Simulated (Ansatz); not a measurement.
**What holes 7.0×10^20 cm⁻³ does to ZnTe**

Consider ZnTe in the zinc blende structure (space group F-43m, No. 216; a = 6.066 Å).

Now apply this change: 0.0391 holes added to each cell, a density of 7.0×10^20 cm⁻³, with a uniform compensating background at fixed cell and a 300 K Fermi–Dirac width.

Method: DFT with PBEsol, PAW potentials and a 420 eV plane-wave cutoff in Ansatz (an electronic-structure program), scalar-relativistic without spin-orbit coupling. k-mesh 22×22×22 (Γ-centred); smearing 0.0259 eV (Fermi–Dirac).

| quantity | base | changed | shift |
|---|---|---|---|
| gap between the host's bands | 1.24 eV | 1.25 eV | +0.01 eV |
| gap character | direct at Γ | direct at Γ | – |
| valley order (the lowest conduction-band minima on the path, energy above the VBM, named in the base's zone) | Γ 1.24 eV; L along ⟨111⟩ 1.73 eV; a point along ⟨100⟩, about 0.9 Å⁻¹ from Γ 2.12 eV | Γ 1.25 eV; L along ⟨111⟩ 1.75 eV; a point along ⟨100⟩, about 0.9 Å⁻¹ from Γ 2.14 eV | – |
| Fermi level relative to the doped band's edge (positive inside the band; to 0.05 eV) | – | +0.20 eV | – |

Cost of the whole job for the changed cell (relaxation, final SCF and bands): roughly 40 core-seconds.

Carriers are added with a uniform compensating background; total energy and stress of such cells depend on the potential's zero and are not compared; many-body gap narrowing is missing at this level. Spin-orbit coupling, missing from the scalar runs, can matter with Te. Whether these cells are dynamically stable was not tested.
